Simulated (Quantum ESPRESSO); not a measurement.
# PtSe2 (Sudovikovite) (P-3m1) in Quantum ESPRESSO: further runs, part 2 of 2

Quantum ESPRESSO 7.5. The steps go on from the part before.

### Step 5. Single point, PBE+U

Contents of pw.in:

```
&CONTROL
  calculation = 'scf'
  prefix = 'pwscf'
  outdir = './tmp'
  pseudo_dir = './pseudo'
  tprnfor = .true.
  tstress = .true.
  disk_io = 'nowf'
/
&SYSTEM
  ibrav = 0
  nat = 3
  ntyp = 2
  ecutwfc = 55
  ecutrho = 440
  nbnd = 24
  occupations = 'smearing'
  smearing = 'fd'
  degauss = 0.00367493
/
&ELECTRONS
  conv_thr = 6d-10
  electron_maxstep = 120
  mixing_beta = 0.3
/
ATOMIC_SPECIES
Pt   195.0840 pt_pbe_v1.4.uspp.F.UPF
Se    78.9710 Se_pbe_v1.uspp.F.UPF
CELL_PARAMETERS angstrom
   3.7240000000    0.0000000000    0.0000000000
  -1.8620000000    3.2250786037    0.0000000000
   0.0000000000    0.0000000000    5.0620000000
ATOMIC_POSITIONS angstrom
Pt     0.0000000000    0.0000000000    0.0000000000
Se     1.8620000002    1.0750262011    3.7965000000
Se    -0.0000000002    2.1500524026    1.2655000000
K_POINTS automatic
8 8 5 0 0 0
HUBBARD {atomic}
U Pt-5d 3.0
```

Potentials or basis: SSSP 1.3 efficiency PBE.

Run with:

```console
$ OMP_NUM_THREADS=1 pw.x -in pw.in > pw.out
```

pw.out:

```text
This program is part of the open-source Quantum ESPRESSO suite
     for quantum simulation of materials; please cite
[... 9 lines left out ...]
     --------------------
     sticks:   dense  smooth     PW     G-vecs:    dense   smooth      PW
     Sum        1507     745    211                64041    22605    3547

     Using Slab Decomposition

     bravais-lattice index     =            0
     lattice parameter (alat)  =       7.0373  a.u.
     unit-cell volume          =     410.2690 (a.u.)^3
     number of atoms/cell      =            3
     number of atomic types    =            2
     number of electrons       =        28.00
     number of Kohn-Sham states=           24
     kinetic-energy cutoff     =      55.0000  Ry
     charge density cutoff     =     440.0000  Ry
     scf convergence threshold =      6.0E-10
     mixing beta               =       0.3000
     number of iterations used =            8  plain     mixing
     Exchange-correlation= SLA  PW   PBE  PBE
                           (   1   4   3   4   0   0   0)
     Hubbard projectors: atomic
     Hubbard parameters of DFT+U (Dudarev formulation) in eV:
     U(Pt-5d) =  3.0000

     Internal variables: lda_plus_u =T, lda_plus_u_kind = 0

     Internal variables: orbital_resolved =F, hub_pot_fix =F, apply_U = F

     celldm(1)=   7.037340  celldm(2)=   0.000000  celldm(3)=   0.000000
     celldm(4)=   0.000000  celldm(5)=   0.000000  celldm(6)=   0.000000

     crystal axes: (cart. coord. in units of alat)
               a(1) = (   1.000000   0.000000   0.000000 )
               a(2) = (  -0.500000   0.866025   0.000000 )
               a(3) = (   0.000000   0.000000   1.359291 )

     reciprocal axes: (cart. coord. in units 2 pi/alat)
               b(1) = (  1.000000  0.577350 -0.000000 )
[... 243 lines left out ...]
     =================== HUBBARD OCCUPATIONS ===================
     ------------------------ ATOM    1 ------------------------
     Tr[ns(  1)] =   9.34657
     eigenvalues:
       0.855  0.855  0.987  0.988  0.988
     eigenvectors (columns):
      -0.000 -0.000  1.000 -0.000 -0.000
       0.443 -0.653 -0.000 -0.579 -0.205
      -0.653 -0.443 -0.000  0.205 -0.579
      -0.509 -0.345  0.000 -0.263  0.744
       0.345 -0.509  0.000  0.744  0.263
     occupation matrix ns (before diag.):
       0.987 -0.000 -0.000 -0.000 -0.000
      -0.000  0.905 -0.000  0.000 -0.064
      -0.000 -0.000  0.905 -0.064 -0.000
      -0.000  0.000 -0.064  0.938  0.000
[... 240 lines left out ...]
   -42.2108 -42.2034 -42.1058  -3.0483  -2.5948   3.2685   4.4174   5.3659
     5.6652   6.4517   6.9153   7.1272   8.5011   9.2069  12.0887  13.2239
    16.0653  16.9931  18.8979  20.2765  20.7730  21.8270  23.1740  24.0270

     the Fermi energy is    11.1632 ev

!    total energy              =    -297.91471143 Ry
     estimated scf accuracy    <          1.7E-10 Ry
     smearing contrib. (-TS)   =      -0.00044795 Ry
     internal energy E=F+TS    =    -297.91426348 Ry

     The total energy is F=E-TS. E is the sum of the following terms:
     one-electron contribution =     -90.65967182 Ry
     hartree contribution      =      60.94575373 Ry
     xc contribution           =    -116.39913571 Ry
     ewald contribution        =    -151.86391500 Ry
     Hubbard energy            =       0.06270532 Ry

     convergence has been achieved in  11 iterations

     negative rho (up, down):  1.726E-01 0.000E+00

     Forces acting on atoms (cartesian axes, Ry/au):

     atom    1 type  1   force =     0.00000000    0.00000000    0.00000000
     atom    2 type  2   force =    -0.00000000   -0.00000000   -0.01970950
     atom    3 type  2   force =     0.00000000    0.00000000    0.01970950

     Total force =     0.027873     Total SCF correction =     0.000016

     Computing stress (Cartesian axis) and pressure

     negative rho (up, down):  1.726E-01 0.000E+00
          total   stress  (Ry/bohr**3)                   (kbar)     P=       61.54
   0.00046048  -0.00000000   0.00000000           67.74       -0.00        0.00
  -0.00000000   0.00046048   0.00000000           -0.00       67.74        0.00
   0.00000000   0.00000000   0.00033401            0.00        0.00       49.13

=------------------------------------------------------------------------------=
   JOB DONE.
=------------------------------------------------------------------------------=
```

It took 39 s on 1 thread of INTEL XEON PLATINUM 8581C at 2.30GHz (Emerald Rapids), shared host; peak memory 0.31 GiB.

Results:

```
Free energy            : -4053.3361 eV
Pressure               : 6.2 GPa
Largest force          : 0.507 eV/Å
Band gap on the k mesh : none (metal or under the smearing width)
```

Forces on the atoms (eV/Å):
```
Pt   0.000  0.000  0.000
Se   0.000  0.000 -0.507
Se   0.000  0.000  0.507
```

Levels at points of the mesh, in eV from the Fermi level:
| k point | band 10 | band 11 | band 12 | band 13 | band 14 | band 15 | band 16 | band 17 | band 18 | band 19 |
| --- | --- | --- | --- | --- | --- | --- | --- | --- | --- | --- |
| (0.00, 0.00, 0.00) | -5.01 | -2.99 | -1.05 | -1.05 | 0.40 | 1.44 | 1.44 | 3.67 | 4.29 | 7.39 |
| (0.00, -0.50, 0.00) | -4.23 | -4.21 | -3.71 | -3.52 | -3.31 | 0.63 | 2.36 | 4.89 | 5.92 | 7.19 |

Eigenvalues of the final occupation matrices:
```
   site  spin  trace               eigenvalues
Pt 1 5d  each   4.67  0.86 0.86 0.99 0.99 0.99
```

Caveat: U without spin polarisation on a metal has little footing. The run has no spin-orbit coupling, so splittings on Pt are missing.

### Step 6. Summary

| level | U | mixing beta | gap on the mesh (eV) | pressure (GPa) | largest force (eV/Å) |
| --- | --- | --- | --- | --- | --- |
| PBE | - | 0.5 | none | 7.1 | 0.59 |
| PBE+U | Pt d U = 1 eV | 0.3 | none | 6.8 | 0.56 |
| PBE+U | Pt d U = 2 eV | 0.3 | none | 6.4 | 0.53 |
| PBE+U | Pt d U = 3 eV | 0.3 | none | 6.2 | 0.51 |

Alike in all rows: task single point; potentials or basis SSSP 1.3 efficiency PBE; no spin polarisation; cell as given; k mesh 8 × 8 × 5; cutoff (eV) 748; smearing fermi-dirac 0.05 eV.

Every run on the cell as given and a fine mesh finds a metal. The pressure there spans 6.2 GPa (PBE+U) to 7.1 GPa (PBE); a positive pressure means that this level wants a larger cell, a negative one a smaller.

Caveats: U without spin polarisation on a metal has little footing (some runs).

Total energies depend on the potentials used, so only differences within one code and one set of settings carry meaning.
